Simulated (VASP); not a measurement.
Here is a VASP 6.6.1 calculation.

The input INCAR:

```
SYSTEM = TaS2
ALGO = Normal
EDIFF = 1E-7
EDIFFG = -0.005
ENCUT = 600
GGA = PE
IBRION = 2
ISIF = 3
ISMEAR = 1
LASPH = .True.
LCHARG = .False.
LREAL = .False.
LWAVE = .False.
NELM = 80
NSW = 90
PREC = Accurate
SIGMA = 0.1
```

Contents of KPOINTS:

```
k-points
0
Gamma
  15 15 6
  0 0 0
```

The input POSCAR:

```
TaS2                                    
1.0
    3.3773755184      0.0000000000      0.0000000000
   -1.6886877592      2.9248929943      0.0000000000
   -0.0000000000      0.0000000000      6.6684791051
  Ta              S             
     1     2
Direct
     0.0000000000000000    1.0000000000000000    0.0000000000000000
     0.3333333300000021    0.6666666699999979    0.2301270699553759
     0.6666666699999979    0.3333333300000021    0.7698729300446239
```

Potentials or basis: VASP PAW PBE potentials, release 64 (Ta_pv, S).

Launch:

```bash
$ cat potpaw_PBE.64/Ta_pv/POTCAR potpaw_PBE.64/S/POTCAR > POTCAR
$ mpirun -np 1 vasp_std > vasp.out
```

Question: Estimate the relaxed cell.

Answer: a = 3.376 Å, b = 3.376 Å, c = 6.758 Å, α = 90.00°, β = 90.00°, γ = 120.00°.

Question: Estimate the band gap on the k mesh.

Answer: None (metal or under the smearing width).

Step by step:
```tsv
step	energy change (eV)	largest force (eV/Å)	pressure (GPa)	volume (Å³)
1	0.0000	0.0027	-0.04	65.87
2	0.0000	0.0044	0.06	65.82
3	0.0000	0.0034	0.05	65.83
4	0.0000	0.0114	0.00	65.85
5	0.0000	0.0063	0.01	65.85
6	0.0000	0.0067	0.00	65.86
7	0.0000	0.0078	-0.02	65.91
8	0.0000	0.0100	-0.07	66.01
9	0.0000	0.0095	-0.06	66.01
10	-0.0001	0.0086	-0.06	66.01
11	-0.0001	0.0067	-0.06	66.03
12	-0.0001	0.0031	-0.04	66.05
13	-0.0001	0.0042	-0.01	66.10
14	-0.0001	0.0188	0.05	66.19
15	-0.0001	0.0115	0.02	66.14
16	-0.0001	0.0110	0.02	66.17
17	-0.0001	0.0095	0.02	66.27
18	-0.0002	0.0072	0.03	66.45
19	-0.0002	0.0031	0.04	66.81
20	-0.0002	0.0045	0.04	66.71
21	-0.0002	0.0051	0.04	66.65
22	-0.0002	0.0048	0.04	66.68
23	-0.0002	0.0080	-0.05	66.73
24	-0.0002	0.0001	0.01	66.69
```

Caveat: this functional lacks dispersion, which binds the layers, so the pressure and a relaxed spacing across them are unreliable. Spin-orbit coupling is left out, which matters for the levels of Ta.
